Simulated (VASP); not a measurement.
The system is Te2Mo.

```
Te Mo
1.0
     3.49397    0.00000    0.00000
    -1.74698    3.02586    0.00000
     0.00000    0.00000   14.00776
Te Mo
4 2
Direct
  0.33333 0.66667 0.62096
  0.66667 0.33333 0.12096
  0.66667 0.33333 0.37904
  0.33333 0.66667 0.87904
  0.33333 0.66667 0.25000
  0.66667 0.33333 0.75000
```

The cell is a database's computed one.

Base run:

| Quantity | Value |
| --- | --- |
| Program | VASP 6.6.1 |
| Functional | PBEsol |
| Potentials or basis | VASP PAW PBE potentials, release 64 (Te, Mo_sv) |
| Cutoff | 700 eV |
| k mesh | 9 × 9 × 2 |
| Occupations | gaussian, width 0.02 eV |
| Spin | no spin polarisation |

Its results: band gap on the k mesh 0.79 eV, indirect (least direct gap 1.09 eV); pressure 0.0 GPa.

The run is repeated on the same cell with these changes: cutoff from 700 eV to 520 eV; k mesh from 9 × 9 × 2 to 15 × 15 × 4. What comes out?

Band gap on the k mesh 0.71 eV, indirect (least direct gap 1.09 eV); pressure 0.0 GPa.

Caveats: the PAW data sets were made with another functional, which shifts forces and pressure a little; spin-orbit coupling is left out, which moves the levels of the heavy elements; an odd mesh through Γ misses points on the zone boundary, where band edges often lie; this functional lacks dispersion, which binds the layers, so the pressure and a relaxed spacing across them are unreliable.
